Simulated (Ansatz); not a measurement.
## KI: pressure against volume, fitted

```
CELL_PARAMETERS angstrom
0.00000 3.52455 3.52455
3.52455 0.00000 3.52455
3.52455 3.52455 0.00000
ATOMIC_POSITIONS crystal
K 0.00000 0.00000 0.00000
I 0.50000 0.50000 0.50000
```

Atoms are numbered in the order listed.

The cell is COD entry 9009735, as deposited and not checked against the literature; nothing was relaxed.

Spin–orbit coupling is left out, though it moves levels of the heavy atoms by tenths of an eV or more.

Level of theory: DFT, PBEsol, all-electron LAPW, scalar-relativistic (Ansatz 0.2.0).

Sampling and basis: a Γ-centred 8×8×8 k mesh, Fermi–Dirac smearing of 0.01 eV, basis error target 1 meV/atom, no spin polarisation.

The cell is scaled evenly. Fractional coordinates are held (clamped ions).

| V (Å³/atom) | P (GPa) |
| --- | --- |
| 41.157 | 0.60 |
| 42.032 | 0.30 |
| 42.908 | 0.03 |
| 43.346 | -0.09 |
| 43.784 | -0.21 |
| 44.221 | -0.32 |
| 44.659 | -0.42 |
| 46.411 | -0.77 |

Fit a third-order Birch–Murnaghan curve to the pressures.

P = (3B0/2)(y^(7/2) − y^(5/2))[1 + (3/4)(B0′ − 4)(y − 1)] with y = (V0/V)^(2/3) fits within 0.01 GPa for V0 = 43.011 Å³/atom, B0 = 12.2 GPa and B0′ = 4.96.

Predict the pressure at the withheld volume, 45.535 Å³/atom.

There y = 0.9627, so the fit gives -0.61 GPa; the run gave -0.60 GPa.
